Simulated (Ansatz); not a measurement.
## How an unstable Si2C structure lowers its energy

These are results of DFT PBE, scalar-relativistic, plane waves, PAW in Ansatz, not measurements. All cells share a 420 eV cutoff and Γ-centred k meshes spaced at most 0.3 Å⁻¹ (0.19 for metals, 2π included).

The start was the rutile type (P4_2/mnm, No. 136), relaxed within its symmetry. A cell of 6 atoms (1 times the primitive one) was then disturbed at random, relaxed without symmetry and relaxed once more on a fine mesh. For metals, differences of a few meV/atom aren't resolved.

Before:

Space group P4_2/mnm (No. 136). a = 5.064 Å, b = 5.064 Å, c = 2.884 Å, α = 90.00°, β = 90.00°, γ = 90.00°
```tsv
atom	site	symmetry	x	y	z
Si	4f	m.2m	0.3045	0.3045	0.0000
C	2a	m.mm	0.0000	0.0000	0.0000
```

After:

Space group P2_1 (No. 4). a = 3.042 Å, b = 4.668 Å, c = 5.503 Å, α = 90.00°, β = 91.38°, γ = 90.00°
```tsv
atom	site	symmetry	x	y	z
Si	2a	1	0.3226	0.6320	0.4805
Si	2a	1	0.7564	0.3167	0.1162
C	2a	1	0.7457	0.0513	0.8643
```

Question: Is this a distortion of the same structure or a reconstruction, and what lowers the energy?

Answer: A reconstruction, from P4_2/mnm (No. 136) to P2_1 (No. 4). Si–Si bonds form, at 2.40 Å where the closest pair was 2.80 Å apart; each C has on average 4 Si contacts in place of 6, shorter on average (2.07 → 1.89 Å).

Question: What does it gain?

Answer: 860 meV/atom, with the volume going from 12.33 to 13.02 Å³/atom. Against the elements the energy goes from 1.10 to 0.24 eV/atom, so the compound stays hypothetical.